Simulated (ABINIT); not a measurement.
ZrB2, 3 atoms in the cell. It takes space group P6/mmm (No. 191, hexagonal). The conventional cell has a = 3.170 Å, b = 3.170 Å, c = 3.533 Å, α = 90.00°, β = 90.00°, γ = 120.00°. Zr (site symmetry 6/mmm) is surrounded by 12 B at 2.54 Å. B (site symmetry -6m2) is surrounded by 3 B at 1.83 Å. 

```yaml
Program: ABINIT 10.8.3 (patched build)
Task: equation of state
Functional: LDA
Potentials_or_basis: JTH PAW LDA v2.0
Cutoff: 327 eV
k_mesh: 10 × 10 × 8
Occupations: fermi-dirac, width 0.05 eV
Spin: no spin polarisation
Fine-grid_cutoff: 653.073 eV
```

Potentials or basis: JTH PAW LDA v2.0.

The run is started by

```sh
$ abinit run.abi > log 2>&1
```

Hardware: 1 thread of Arm Neoverse V1, with other jobs on the host.

Question: Estimate the wall time of this run.

Answer: Wall time 58 s on 1 thread of Arm Neoverse V1, with other jobs on the host, peak memory 0.11 GiB. Counts: scf iterations 58, mpi ranks 1, k points 70, bands 13, plane waves 402.
